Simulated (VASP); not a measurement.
The system is Sn.

```xyz
4
Lattice="5.2587 0.0000 0.0000 -2.6293 4.5541 0.0000 0.0000 0.0000 5.6806" Properties=species:S:1:pos:R:3 pbc="T T T"
Sn    0.0000    0.0000    1.4201
Sn    0.0000    0.0000    4.2604
Sn    0.0000    3.0361    4.2604
Sn    2.6293    1.5180    1.4201
```

The cell was built by a generator and needn't be a form met in nature.

| Property | Result |
| --- | --- |
| Program | VASP 6.6.1 |
| Task | relaxation of cell and atoms |
| Functional | PBE |
| Potentials or basis | VASP PAW PBE potentials, release 64 (Sn_d) |
| Cutoff | 600 eV |
| k mesh | 6 × 6 × 4 |
| Occupations | gaussian, width 0.1 eV |
| Spin | no spin polarisation |

At the start: pressure 0.3 GPa; volume 34.01 Å³/atom.

**Question.** How do energy, volume and symmetry change on relaxing?

**Answer.** Over 5 steps the energy falls by 32.5 meV/atom and the volume is 34.14 Å³/atom (+0.4 %); space group P6_3/mmc (No. 194, to 0.05 Å).

Step by step:
```tsv
step	energy change (eV)	largest force (eV/Å)	pressure (GPa)	volume (Å³)
1	0.0000	0.0000	0.31	136.04
2	-0.1259	0.0000	-0.19	137.14
3	-0.1295	0.0000	-0.19	137.35
4	-0.1295	0.0000	-0.19	137.37
5	-0.1299	0.0000	0.03	136.54
```

Final structure:
```
Sn
1.0
     5.11795    0.00000    0.00000
    -2.55898    4.43228    0.00000
     0.00000    0.00000    6.01927
Sn
4
Direct
  0.00000 0.00000 0.25000
  0.00000 0.00000 0.75000
  0.33333 0.66667 0.75000
  0.66667 0.33333 0.25000
```
